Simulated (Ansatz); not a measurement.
Relaxation of TaN

These are results of DFT PBE, scalar-relativistic, plane waves, PAW (Ansatz 0.2.0), not measurements. (420 eV cutoff, 16×16×16 k-mesh, Gaussian smearing of 0.10 eV, no spin polarisation)

What was changed: relaxed at -1 GPa.

Spin–orbit coupling is left out, which can shift energies with elements as heavy as these.

Command:

```bash
ansatz run input.yaml --threads 1 --pin off --max-ram 2560MiB --backend cpu --events-out ev --progress --plain --runs-dir out
```

Input:

```yaml
crystal:
  lattice:
    - [0.0, 2.2158481976, 2.2158481976]
    - [2.2158481976, 0.0, 2.2158481976]
    - [2.2158481976, 2.2158481976, 0.0]
  atoms:
    - { symbol: Ta, position: [0.5, 0.5, 0.5] }
    - { symbol: "N", position: [0.0, 0.0, 0.0] }
basis:
  ecutwfc: 420
kpoints:
  mp_grid: { grid: [16, 16, 16] }
hamiltonian:
  xc: pbe
scf:
  occupations: { method: gaussian, width: 0.1 }
output:
  forces: true
  stress: true
  eigenvalues: true
relax:
  adjacent_minimum: "off"
  f_tol: 0.008
  max_steps: 50
  cell: { stress_tol: 0.08, p_target: -1.0 }
```

F is the free energy. Steps run on the plane waves of an earlier cell, but the last one, and at times one on the way, on a freshly chosen basis, so a repeated geometry can differ a little in energy. The relaxation lowers the enthalpy F + PV at the target pressure, so F itself can rise.

Steps:

```csv
step,F − F(1) (eV),largest force component (eV/Å),V (Å³/atom),P (GPa)
1,0.0000,0.000,10.880,-3.16
2,-0.0027,0.000,10.776,-0.02
3,-0.0023,0.000,10.808,-1.01
4,-0.0019,0.000,10.808,-1.04
```

Relaxed structure:

```cif
data_structure
_symmetry_space_group_name_H-M 'P 1'
_symmetry_Int_Tables_number 1
_cell_length_a 3.1268
_cell_length_b 3.1268
_cell_length_c 3.1268
_cell_angle_alpha 60.000
_cell_angle_beta 60.000
_cell_angle_gamma 60.000
_cell_volume 21.62
loop_
_atom_site_label
_atom_site_type_symbol
_atom_site_fract_x
_atom_site_fract_y
_atom_site_fract_z
_atom_site_occupancy
Ta1 Ta 0.50000 0.50000 0.50000 1
N1 N 0.00000 0.00000 0.00000 1
```

It takes space group Fm-3m (No. 225, cubic). The conventional cell has a = 4.422 Å, b = 4.422 Å, c = 4.422 Å, α = 90.00°, β = 90.00°, γ = 90.00°. Ta (site symmetry m-3m) has 6 N at 2.21 Å as nearest neighbours. N (site symmetry m-3m) is surrounded by 6 Ta at 2.21 Å.

The run converged. Time: 15 s on 1 thread of Intel(R) Xeon(R) Platinum 8259CL CPU @ 2.50GHz (Skylake/Cascade Lake), with other jobs on the host, peak memory 0.41 GiB.